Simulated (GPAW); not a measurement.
# ZnSe (Stilleite) (F-43m) in GPAW: dielectric tensor with PBE

Aim: the dielectric tensor of ZnSe (Stilleite) with PBE.

Everything below comes from runs of GPAW 26.7.0. Logs are shortened: lines on timing, memory, paths and dates and some standing lists are left out, and cuts for length are marked. The log counts tension as positive stress, the text compression.

**Measured values to compare with.**

From a printed reference work, textbook, for a bulk crystal of ZnSe: high-frequency dielectric constant 5.9.

The results are compared with them further down.

## Step 1: Starting point

Symmetry: F-43m, No. 216, cubic system. The conventional cell has a = 5.668 Å, b = 5.668 Å, c = 5.668 Å, α = 90.00°, β = 90.00°, γ = 90.00°. Around Se (site symmetry -43m) lie 4 Zn at 2.45 Å. Around Zn (site symmetry -43m) lie 4 Se at 2.45 Å.

## Step 2: Dielectric tensor, PBE

Input file run.py:

```python
import numpy as np
from ase import Atoms
from ase.dft.bandgap import bandgap
from ase.io import write
from gpaw import GPAW, PW
from gpaw.response.df import DielectricFunction

atoms = Atoms(['Se', 'Zn'],
              cell=[[0.0, 2.8338, 2.8338],
                    [2.8338, 0.0, 2.8338],
                    [2.8338, 2.8338, 0.0]],
              scaled_positions=[[0.75, 0.75, 0.75],
                                [0.0, 0.0, 0.0]],
              pbc=True)

calc = GPAW(mode=PW(450),
            xc='PBE',
            kpts={'size': (7, 7, 7), 'gamma': True},
            occupations={'name': 'fermi-dirac', 'width': 0.001},
            nbands=18,
            convergence={'density': 1e-06},
            maxiter=150,
            txt='gpaw.txt')
atoms.calc = calc
energy = atoms.get_potential_energy()
calc.write('gs.gpw')
write('result.traj', atoms)
print(f'Energy: {energy:.6f} eV')
print('Fermi level:', round(calc.get_fermi_level(), 4), 'eV')
print(f'Gap: {bandgap(calc)[0]:.4f} eV, direct: {bandgap(calc, direct=True)[0]:.4f} eV')

for size in [(14, 14, 14), (20, 20, 20)]:
    name = 'x'.join(str(n) for n in size)
    dense = calc.fixed_density(kpts={'size': size, 'gamma': True},
                               nbands=35, convergence={'bands': 29, 'eigenstates': 1e-7},
                               update_fermi_level=True, txt=f'dense-{name}.txt')
    dense.write(f'{name}.gpw', mode='all')
    df = DielectricFunction(f'{name}.gpw', frequencies=np.array([0.0]), hilbert=False, eta=0.001,
                            ecut=80, nbands=29, intraband=False, txt=f'df-{name}.txt')
    for xc in ['RPA', 'LR0.2', 'ALDA_X']:
        for direction in ['x', 'y', 'z', [0, 1, 1], [1, 0, 1], [1, 1, 0]]:
            e0, e = df.get_macroscopic_dielectric_constant(xc=xc, direction=direction)
            print(f'{name} {xc} {direction}: {e0:.4f} without, {e:.4f} with local fields')
```

Potentials or basis: GPAW PAW data sets (gpaw-data 1.2.1), pw.

Launch:

```sh
$ OMP_NUM_THREADS=1 python run.py
```

gpaw.txt:

```text
__  _  _
 | _ |_)|_||  |
 |__||  | ||/\| - 26.7.0

Input parameters:
  mode=PW(ecut=450.00000000000006),
  convergence={'density': 1e-06},
  kpts=MonkhorstPack(size=(7, 7, 7), gamma=True),
  maxiter=150,
  nbands=18,
  occupations=Occupations(name='fermi-dirac', width=0.001),
  xc=XC(name='PBE')

Diagonalizing LCAO Hamiltonian
Converting LCAO to pw mode

                    Se

       Zn

Atoms  # Å, Bohr magnetons
|   | symbol |        x |        y |        z |    initial magnetic moments |
|---|--------|----------|----------|----------|-----------------------------|
| 0 |     Se | 4.250700 | 4.250700 | 4.250700 | ( 0.0000,  0.0000,  0.0000) |
| 1 |     Zn | 0.000000 | 0.000000 | 0.000000 | ( 0.0000,  0.0000,  0.0000) |

Unit cell  # Å
| periodic |        x |        y |        z |  lengths |    angles |
|----------|----------|----------|----------|----------|-----------|
|      yes | 0.000000 | 2.833800 | 2.833800 | 4.007598 | 60.000000 |
|      yes | 2.833800 | 0.000000 | 2.833800 | 4.007598 | 60.000000 |
|      yes | 2.833800 | 2.833800 | 0.000000 | 4.007598 | 60.000000 |

Number of symmetries: 24
Symmetry operations  # r_c * U_cc + t_c -> r_c
|    | kind |            matrix            |
|----|------|------------------------------|
|  0 |  E   |  1, 0, 0,  0, 1, 0,  0, 0, 1 |
|  1 |  σ   |  1, 0, 0,  0, 0, 1,  0, 1, 0 |
|  2 |  σ   |  1, 0,-1,  0, 1,-1,  0, 0,-1 |
|  3 |  C3  |  1, 0,-1,  0, 0,-1,  0, 1,-1 |
|  4 |  C3  |  1,-1, 0,  0,-1, 1,  0,-1, 0 |
|  5 |  σ   |  1,-1, 0,  0,-1, 0,  0,-1, 1 |
|  6 |  σ   |  0, 1, 0,  1, 0, 0,  0, 0, 1 |
|  7 |  C3  |  0, 1, 0,  0, 0, 1,  1, 0, 0 |
|  8 |  C2  |  0, 1,-1,  1, 0,-1,  0, 0,-1 |
|  9 |  S4  |  0, 1,-1,  0, 0,-1,  1, 0,-1 |
| 10 |  C3  |  0, 0, 1,  1, 0, 0,  0, 1, 0 |
| 11 |  σ   |  0, 0, 1,  0, 1, 0,  1, 0, 0 |
| 12 |  S4  |  0, 0,-1,  1, 0,-1,  0, 1,-1 |
| 13 |  C3  |  0, 0,-1,  0, 1,-1,  1, 0,-1 |
| 14 |  S4  |  0,-1, 1,  1,-1, 0,  0,-1, 0 |
| 15 |  C2  |  0,-1, 1,  0,-1, 0,  1,-1, 0 |
| 16 |  C3  |  0,-1, 0,  1,-1, 0,  0,-1, 1 |
| 17 |  S4  |  0,-1, 0,  0,-1, 1,  1,-1, 0 |
| 18 |  S4  | -1, 1, 0, -1, 0, 1, -1, 0, 0 |
| 19 |  C3  | -1, 1, 0, -1, 0, 0, -1, 0, 1 |
| 20 |  C3  | -1, 0, 1, -1, 1, 0, -1, 0, 0 |
| 21 |  S4  | -1, 0, 1, -1, 0, 0, -1, 1, 0 |
| 22 |  σ   | -1, 0, 0, -1, 1, 0, -1, 0, 1 |
| 23 |  C2  | -1, 0, 0, -1, 0, 1, -1, 1, 0 |

BZ-sampling:
  Number of BZ points: 343
  Number of IBZ points: 20

  Monkhorst-Pack size: [7, 7, 7]
  Monkhorst-Pack shift: [0, 0, 0]

K-points  # in reciprocal-cell coordinates
|     |                                coordinates |     weight |
|-----|--------------------------------------------|------------|
|   0 | (  0.00000000,   0.00000000,   0.00000000) | 0.00291545 |
|   1 | (  0.14285714,   0.14285714,   0.00000000) | 0.01749271 |
|   2 | (  0.14285714,   0.14285714,   0.14285714) | 0.02332362 |
|   3 | (  0.28571429,   0.14285714,   0.14285714) | 0.03498542 |
|   4 | (  0.28571429,   0.28571429,   0.00000000) | 0.01749271 |
|   5 | (  0.28571429,   0.28571429,   0.14285714) | 0.06997085 |
|   6 | (  0.28571429,   0.28571429,   0.28571429) | 0.02332362 |
|   7 | (  0.42857143,  -0.28571429,  -0.28571429) | 0.03498542 |
|   8 | (  0.42857143,   0.28571429,  -0.42857143) | 0.13994169 |
|   9 | (  0.42857143,   0.28571429,  -0.28571429) | 0.06997085 |
| ... |                                            |            |
|  19 | (  0.42857143,   0.42857143,   0.42857143) | 0.02332362 |

Plane wave coefficients: 998
Cutoff: 450.00000000000006 eV

Spin-components: 1 (collinear spins)
Bands:           18
Projectors:      11
Spin-degeneracy: 2
Datatype:        complex128

Parallelization:
  kpt:    1
  domain: 1
  band:   1

Density:
  Valence electrons: 18.0
  Components: 1
  Grid points: [20 20 20]
  Charge: 0.0  # |e|

Potential:
  Grid points: [20 20 20]

species:
  Se:
    name:    Selenium
    Z:       34.0
    valence: 6
    core:    28
    charge:  0.0  # [|e|]
    compensation charges:
      type: gauss
      rc: 0.27  # [Å]
      lmax: 2
    cutoffs:
      filter: 1.77  # [Å]
      core: 2.67  # [Å]
    projectors
    | kind |    occ | energy [eV] | rcut [Å] |
    |------|--------|-------------|----------|
    |   4s |  2.000 |     -17.277 |    0.847 |
    |   4p |  4.000 |      -6.512 |    1.005 |
    |    s |        |       9.935 |    0.847 |
    |    p |        |      20.699 |    1.005 |
    |    d |        |       0.000 |    0.847 |

    Using partial waves for Se as LCAO basis

  Zn:
    name:    Zinc
    Z:       30.0
    valence: 12
    core:    18
    charge:  0.0  # [|e|]
    compensation charges:
      type: gauss
      rc: 0.37  # [Å]
      lmax: 2
    cutoffs:
      filter: 2.14  # [Å]
      core: 2.28  # [Å]
    projectors
    | kind |    occ | energy [eV] | rcut [Å] |
    |------|--------|-------------|----------|
    |   4s |  2.000 |      -5.977 |    1.286 |
    |   4p |  0.000 |      -1.117 |    1.270 |
    |   3d | 10.000 |     -10.142 |    1.180 |
    |    s |        |      21.234 |    1.286 |
    |    p |        |      26.095 |    1.270 |
    |    d |        |      17.070 |    1.180 |

    Using partial waves for Zn as LCAO basis

Reference energy: -114964.858784  # eV

eigensolver:
  PPCG
  Converge bands: occupied
  niter=2

density mixing:
  MSR1-Mixer
  Pratt-step length: 0.05
  Maximum mixing coefficient: 0.75
  Old densities: 10
  SVD Regularization: 0.005
  Good broyden scale: 1.0
  Trust region scale: 1.0
  Backstep threshold: 4.0
  History deletion threshold: 6.0
  Fourier metric: weight=20.0, sigma=0.015

occupation numbers:
  Fermi-Dirac:
    width: 0.0010  # eV

poisson solver:
  ecut: 3600.0000000000005  # eV

xc functional:
  name: PBE with 2 nearest neighbor stencil

convergence criteria:
- Maximum integral of absolute [dens]ity change: 1e-06 electrons / valence electron
- Maximum [total energy] change in last 3 cyles: 0.0005 eV / valence electron
- Maximum integral of absolute [eigenst]ate change: 4e-08 eV^2 / valence electron
maximum number of iterations: 150

SCF iterations
|iter     | |      energy | eigst |  dens |
|---------|-|-------------|-------|-------|
|iter:   1| |   -6.322320 | -0.34 |       |
|iter:   2| |   -6.264579 | -2.26 | -1.24 |
|iter:   3| |   -6.081518 | -1.68 | -1.28 |
|iter:   4| |   -6.080978 | -2.72 | -1.83 |
|iter:   5| |   -6.081928c| -3.91 | -2.31 |
|iter:   6| |   -6.081882c| -4.39 | -2.96 |
|iter:   7| |   -6.081900c| -5.49 | -3.54 |
|iter:   8| |   -6.081904c| -6.31 | -3.93 |
|iter:   9| |   -6.081904c| -8.36c| -5.04 |
|iter:  10| |   -6.081904c| -8.05c| -5.49 |
|iter:  11| |   -6.081904c| -9.21c| -6.34c|

Converged in 11 steps
Energy contributions relative to reference atoms: (reference = -114964.858784)

Energy contributions:
  Kinetic:          13.219302
  Coulomb:         -11.219421
  Zero:             -0.065251
  External:          0.000000
  Xc:               -8.016534
  Entropy:          -0.000000
  Spinorbit:         0.000000
  ----------------------------
  Free energy:      -6.081904
  Extrapolated:     -6.081904

dipole moment: (-7.072414, -7.072414, -7.072414)  # |e|*Ang

Fermi level: 4.355
Eigenvalues  # (at kpt = [0.000, 0.000, 0.000])
| band index |      eig [eV] | occ [0-2] |
|------------|---------------|-----------|
|          0 |        -9.372 |     2.000 |
|          1 |        -2.641 |     2.000 |
|          2 |        -2.641 |     2.000 |
|          3 |        -2.641 |     2.000 |
|          4 |        -2.276 |     2.000 |
|          5 |        -2.276 |     2.000 |
|          6 |         3.873 |     2.000 |
|          7 |         3.873 |     2.000 |
|          8 |         3.873 |     2.000 |
|          9 |         5.171 |     0.000 |
|         10 |         9.685 |     0.000 |
|         11 |         9.685 |     0.000 |
|         12 |         9.685 |     0.000 |
|         13 |        13.829 |     0.000 |
|         14 |        15.346 |     0.000 |
|         15 |        15.346 |     0.000 |
|         16 |        16.945 |     0.000 |
|         17 |        16.945 |     0.000 |

Gap: 1.298 eV
Transition (v -> c):
  (s=0, k=0, n=8, [0.00, 0.00, 0.00]) -> (s=0, k=0, n=9, [0.00, 0.00, 0.00])
No difference between direct/indirect transitions
# Writing to gs.gpw (mode='')
```

Run time: 20 min. Hardware: 1 thread of Intel Xeon at 2.50GHz (Skylake/Cascade Lake), shared host; peak memory 1 GiB.

What came out:

```
Free energy                             : -6.0819 eV
Band gap on the k mesh                  : 1.30 eV, direct
Electronic dielectric tensor (diagonal) : 6.76
```

Electronic dielectric tensor:
```
6.76 0.00 0.00
0.00 6.76 0.00
0.00 0.00 6.76
```

Caveat: the long-wavelength limit can be off by several per cent where d states take part.

## Step 3: Comparison with measurements

Step 2. The gap isn't set beside the deposited one, since this odd mesh misses points on the zone boundary. Measured high-frequency dielectric constant of ZnSe: 5.9 (a printed reference work, textbook). This calculation gives 6.76 (+14.6 %).
